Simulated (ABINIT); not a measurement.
# PtS2 (P-3m1) in ABINIT: settings compared

One crystal, PtS2, is run at these levels: PBE, LDA, PBEsol; tasks: single point, relaxation of cell and atoms.

Everything below comes from runs of ABINIT 10.8.3 (patched build). Logs are shortened: lines on timing, memory, paths and dates and some standing lists are left out, and cuts for length are marked. The log counts tension as positive stress, the text compression.

## Step 1: The structure

Symmetry: P-3m1, No. 164, trigonal system. Conventional cell: a = 3.543 Å, b = 3.543 Å, c = 5.039 Å, α = 90.00°, β = 90.00°, γ = 120.00°. Pt (site symmetry -3m) is surrounded by 6 S at 2.34 Å. Around S (site symmetry 3m) lie 3 Pt at 2.34 Å.

## Step 2: Single point, PBE

The input, run.abi:

```
# Pseudopotentials
pp_dirpath "./"
pseudos "Pt.upf, S.upf"

# Structure
acell 3*1.0
rprim
     6.6956776048     0.0000000000     0.0000000000
    -3.3478388024     5.7986269013     0.0000000000
     0.0000000000     0.0000000000     9.5219519968
ntypat 2
znucl 78 16
natom 3
typat 1 2 2
xred
     0.0000000000     0.0000000000     0.0000000000
     0.6666666667     0.3333333333     0.7730000000
     0.3333333333     0.6666666667     0.2270000000

# Plane-wave basis
ecut 35.0

# k points
kptopt 1
ngkpt 7 7 4
nshiftk 1
shiftk 0.0 0.0 0.0

# Exchange and correlation
ixc 11

# Bands and occupations
nband 19
occopt 3
tsmear 0.00183747

# SCF cycle
nstep 100
tolvrs 1.0e-10

# Output
iomode 3
prtwf 0
prtden 0
prteig 0
prtebands 0
```

Potentials or basis: PseudoDojo NC SR PBE v0.4.1 standard.

Run with:

```console
abinit run.abi > log 2>&1
```

run.abo:

```text
.Version 10.8.3 of ABINIT
 Symmetries : space group P-3 m 1 (#164); Bravais hP (primitive hexag.)
================================================================================
 Values of the parameters that define the memory need of the present run
     intxc =       0    ionmov =       0      iscf =       7    lmnmax =       8
     lnmax =       8     mgfft =      54  mpssoang =       4    mqgrid =    3001
     natom =       3  nloc_mem =       1    nspden =       1   nspinor =       1
    nsppol =       1      nsym =      12    n1xccc =    2501    ntypat =       2
    occopt =       3   xclevel =       2
       mpw =        3676          nfft =       69984          nkpt =          28
================================================================================
================================================================================

--------------------------------------------------------------------------------
------------- Echo of variables that govern the present computation ------------
--------------------------------------------------------------------------------
 -outvars: echo values of preprocessed input variables --------
            acell      1.0000000000E+00  1.0000000000E+00  1.0000000000E+00 Bohr
              amu      1.95080000E+02  3.20660000E+01
             ecut      3.50000000E+01 Hartree
              ixc          11
         kptrlatt        7    0    0      0    7    0      0    0    4
          kptrlen      3.80878080E+01
            natom           3
            nband          19
            ngfft          36      36      54
             nkpt          28
            nstep         100
             nsym          12
           ntypat           2
           occopt           3
           prtden           0
        prtebands           0
           prteig           0
            prtwf           0
            rprim      6.6956776048E+00  0.0000000000E+00  0.0000000000E+00
                      -3.3478388024E+00  5.7986269013E+00  0.0000000000E+00
                       0.0000000000E+00  0.0000000000E+00  9.5219519968E+00
          spgroup         164
           tolvrs      1.00000000E-10
           tsmear      1.83747000E-03 Hartree
            typat      1  2  2
           xangst      0.0000000000E+00  0.0000000000E+00  0.0000000000E+00
                       1.7715999988E+00  1.0228337362E+00  3.8949923974E+00
                      -6.5562370303E-17  2.0456674724E+00  1.1438075992E+00
            xcart      0.0000000000E+00  0.0000000000E+00  0.0000000000E+00
                       3.3478388024E+00  1.9328756338E+00  7.3604688935E+00
                      -1.2389492404E-16  3.8657512675E+00  2.1614831033E+00
             xred      0.0000000000E+00  0.0000000000E+00  0.0000000000E+00
                       6.6666666667E-01  3.3333333333E-01  7.7300000000E-01
[... 114 lines left out ...]
 reduced coordinates (array xred) for    3 atoms
       0.000000000000      0.000000000000      0.000000000000
       0.666666666667      0.333333333333      0.773000000000
       0.333333333333      0.666666666667      0.227000000000
 rms dE/dt=  1.0843E-01; max dE/dt=  2.3001E-01; dE/dt below (all hartree)
    1       0.000000000000      0.000000000000      0.000000000000
    2       0.000000000000      0.000000000000      0.230008071136
    3       0.000000000000     -0.000000000000     -0.230008071136

 cartesian coordinates (angstrom) at end:
    1      0.00000000000000     0.00000000000000     0.00000000000000
    2      1.77159999880500     1.02283373620511     3.89499239737218
    3     -0.00000000000000     2.04566747241022     1.14380759922831

 cartesian forces (hartree/bohr) at end:
    1      0.00000000000000     0.00000000000000    -0.00000000000000
    2     -0.00000000000000    -0.00000000000000    -0.02415555877760
    3     -0.00000000000000     0.00000000000000     0.02415555877760
 frms,max,avg= 1.1387040E-02 2.4155559E-02   0.000E+00  0.000E+00  0.000E+00 h/b

 cartesian forces (eV/Angstrom) at end:
    1      0.00000000000000     0.00000000000000    -0.00000000000000
    2     -0.00000000000000    -0.00000000000000    -1.24212877423240
    3     -0.00000000000000     0.00000000000000     1.24212877423240
 frms,max,avg= 5.8554512E-01 1.2421288E+00   0.000E+00  0.000E+00  0.000E+00 e/A
 length scales=  1.000000000000  1.000000000000  1.000000000000 bohr
              =  0.529177210544  0.529177210544  0.529177210544 angstroms
 Fermi (or HOMO) energy (hartree) =   0.29892   Average Vxc (hartree)=  -0.40225
 Eigenvalues (hartree) for nkpt=  28  k points:
 kpt#   1, nband= 19, wtk=  0.00510, kpt=  0.0000  0.0000  0.0000 (reduced coord)
  -3.37727   -1.69383   -1.69383   -1.68735   -0.28740   -0.16782    0.02598    0.02598
   0.03106    0.13880    0.13880    0.21943    0.24272    0.24272    0.28042    0.37522
   0.37522    0.46051    0.49655
      occupation numbers for kpt#   1
   2.00000    2.00000    2.00000    2.00000    2.00000    2.00000    2.00000    2.00000
   2.00000    2.00000    2.00000    2.00000    2.00000    2.00000    1.99992    0.00000
   0.00000    0.00000    0.00000
 prteigrs : prtvol=0 or 1, do not print more k-points.

--- !EnergyTerms
iteration_state     : {dtset: 1, }
comment             : Components of total free energy in Hartree
kinetic             :  4.50543725980607E+01
hartree             :  4.46900915418261E+01
xc                  : -3.01661937520351E+01
Ewald energy        : -8.93083635253723E+01
psp_core            :  3.61727540655357E+00
local_psp           : -1.37620465182994E+02
non_local_psp       :  1.10350110349590E+01
internal            : -1.52698271879002E+02
'-kT*entropy'       : -7.68450341671907E-07
total_energy        : -1.52698272647452E+02
total_energy_eV     : -4.15513167610393E+03
band_energy         : -1.53305711747134E+01
...

 Cartesian components of stress tensor (hartree/bohr^3)
  sigma(1 1)= -3.75656888E-04  sigma(3 2)=  0.00000000E+00
  sigma(2 2)= -3.75656888E-04  sigma(3 1)=  0.00000000E+00
  sigma(3 3)= -3.21283692E-04  sigma(2 1)=  0.00000000E+00

-Cartesian components of stress tensor (GPa)         [Pressure=  1.0519E+01 GPa]
- sigma(1 1)= -1.10522072E+01  sigma(3 2)=  0.00000000E+00
- sigma(2 2)= -1.10522072E+01  sigma(3 1)=  0.00000000E+00
- sigma(3 3)= -9.45249256E+00  sigma(2 1)=  0.00000000E+00

== END DATASET(S) ==============================================================
================================================================================

 -outvars: echo values of variables after computation  --------
            acell      1.0000000000E+00  1.0000000000E+00  1.0000000000E+00 Bohr
           etotal     -1.5269827265E+02
            fcart      3.3512232096E-29  3.8696592443E-30 -0.0000000000E+00
                      -2.6809785676E-29 -5.4175229420E-29 -2.4155558778E-02
                      -6.7024464191E-30  5.0305570176E-29  2.4155558778E-02
            rprim      6.6956776048E+00  0.0000000000E+00  0.0000000000E+00
                      -3.3478388024E+00  5.7986269013E+00  0.0000000000E+00
                       0.0000000000E+00  0.0000000000E+00  9.5219519968E+00
           strten     -3.7565688816E-04 -3.7565688813E-04 -3.2128369194E-04
                       0.0000000000E+00  0.0000000000E+00  0.0000000000E+00
           xangst      0.0000000000E+00  0.0000000000E+00  0.0000000000E+00
                       1.7715999988E+00  1.0228337362E+00  3.8949923974E+00
                      -6.5562370303E-17  2.0456674724E+00  1.1438075992E+00
             xred      0.0000000000E+00  0.0000000000E+00  0.0000000000E+00
                       6.6666666667E-01  3.3333333333E-01  7.7300000000E-01
                       3.3333333333E-01  6.6666666667E-01  2.2700000000E-01
 Calculation completed.
```

It took 2.1 min on 1 thread of Arm Neoverse N1, shared host; peak memory 0.1 GiB.

What came out:

```yaml
Free_energy: -4155.1317 eV
Largest_force: 1.242 eV/Å
Band_gap_on_the_k_mesh: 0.83 eV, indirect (least direct gap 1.01 eV)
Valence_electrons_inside_the_program's_atomic_spheres: Pt 14.49; S 3.92
```

Forces in eV/Å, atoms in the order of the input:
```
Pt   0.000  0.000  0.000
S    0.000  0.000 -1.242
S    0.000  0.000  1.242
```

Caveat: the cutoff is too short for stress, so the log's stress isn't used; spin-orbit coupling is left out, which moves the levels of the heavy elements; an odd mesh through Γ misses points on the zone boundary, where band edges often lie; forces of over 1 eV/Å show positions far from the minimum, so gaps and moduli don't describe the material at rest.

## Step 3: Single point, LDA

The input, run.abi:

```
# Pseudopotentials
pp_dirpath "./"
pseudos "Pt.upf, S.upf"

# Structure
acell 3.5432 3.5432 5.0388 Angstrom
rprim
     1.0000000000     0.0000000000     0.0000000000
    -0.5000000000     0.8660254038     0.0000000000
     0.0000000000     0.0000000000     1.0000000000
ntypat 2
znucl 78 16
natom 3
typat 1 2 2
xcart
     0.0000000000     0.0000000000     0.0000000000
     1.7716000002     1.0228337368     3.8949924000
    -0.0000000002     2.0456674739     1.1438076000 Angstrom

# Plane-wave basis
ecut 35.0

# k points
kptopt 1
ngkpt 7 7 4
nshiftk 1
shiftk 0.0 0.0 0.0

# Exchange and correlation
ixc 7

# Bands and occupations
nband 19
occopt 3
tsmear 0.05 eV

# SCF cycle
nstep 100
tolvrs 1.0e-10

# Output
iomode 3
prtwf 0
prteig 0
prtebands 0
enunit 2
prtvol 2
prtden 1
prtvha 1
prtvclmb 1
prtpot 1
prtelf 1
```

Potentials or basis: PseudoDojo NC SR LDA v0.4.1 standard.

Run with:

```console
abinit run.abi > log 2>&1
```

It took 81 s on 1 thread of Arm Neoverse V1, shared host; peak memory 0.09 GiB.

The run converged. Its results:

```yaml
Free_energy: -4159.2313 eV
Largest_force: 0.788 eV/Å
Band_gap_on_the_k_mesh: 0.72 eV, indirect (least direct gap 0.88 eV)
Valence_electrons_inside_the_program's_atomic_spheres: Pt 14.50; S 3.90
```

Forces in eV/Å, atoms in the order of the input:
```
Pt   0.000  0.000  0.000
S    0.000  0.000 -0.788
S    0.000  0.000  0.788
```

Levels at points of the mesh, in eV from the valence-band top:
```tsv
k point	band 11	band 12	band 13	band 14	band 15	band 16	band 17	band 18	band 19
(0.00, 0.00, 0.00)	-3.97	-1.76	-1.10	-1.10	-0.09	2.47	2.47	4.66	5.52
(0.00, 0.00, 0.50)	-3.99	-2.52	-1.28	-1.28	-0.86	2.95	2.95	5.35	7.47
```

Caveat: the cutoff is too short for stress, so the log's stress isn't used; spin-orbit coupling is left out, which moves the levels of the heavy elements; an odd mesh through Γ misses points on the zone boundary, where band edges often lie.

[end of part 1 of 2]
